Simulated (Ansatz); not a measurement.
An input for Ansatz 0.2.0 (CdO (Monteponite)):

File input.yaml:

```yaml
crystal:
  lattice:
    - [0.0, 2.3495, 2.3495]
    - [2.3495, 0.0, 2.3495]
    - [2.3495, 2.3495, 0.0]
  atoms:
    - { symbol: Cd, position: [0.0, 0.0, 0.0] }
    - { symbol: O, position: [0.5, 0.5, 0.5] }
hamiltonian:
  xc: lda
  pseudopotentials: { kind: nc_fr }
magnetization:
  noncollinear: true
  spin_orbit: true
kpoints:
  mp_grid: { grid: [10, 10, 10] }
scf:
  occupations: { method: methfessel_paxton, width: 0.15 }
  n_extra_bands: 6
  algorithm: density_mixing
  mixing: { algorithm: broyden, beta: 0.7 }
output:
  forces: true
  stress: true
  eigenvalues: true
  dos: { projected: false, de: 0.05, nscf_kmesh: { grid: [15, 15, 15] } }
accuracy: low
```

Potentials or basis: Ansatz NC.

The run is started by

```console
$ ansatz run input.yaml --threads 1 --pin off --max-ram 2560MiB --backend cpu --events-out ev --progress --plain --runs-dir out
```

Q: What does the program do with it?

A: The run stopped without a result. It printed:

Output:

```text
Error: no pseudopotential record for Cd at <dir> Nothing was run.
  By this build's list the table `kind: nc_fr`, `accuracy: standard` of `hamiltonian.pseudopotentials` has no Cd in this build's library.
Fix: name a record of your own for Cd alone.
  For LDA this build's library has no other record for Cd that a `kind: nc_fr` deck can take. What follows is what a deck of another `kind` or functional would find; either is another calculation.
  For LDA it has Cd in tables that a scalar-relativistic kind selects in `hamiltonian.pseudopotentials`:
    kind: nc       accuracy: standard or stringent
  For PBE (`xc_functional: pbe` under `hamiltonian.pseudopotentials`) it has Cd under
    kind: nc_fr    accuracy: standard or stringent
    kind: paw_fr   source: ansatz (records made by j only under `magnetization.spin_orbit: true`) (the limits of `source: ansatz`: that key's Limitations)
  For PBEsol (`xc_functional: pbesol` under `hamiltonian.pseudopotentials`) it has Cd under
    kind: nc_fr    accuracy: standard or stringent
  To change Cd alone, name a record of the deck's `kind` under `hamiltonian.pseudopotentials.azcp`, as `Cd: <path>` (`python -m ansatz.pseudopotential add <file.upf> <file.azcp>` makes one from a UPF file).
  `python` is the interpreter of the environment that holds the engine's wheel, or a checkout's `.venv/bin/python`.
```
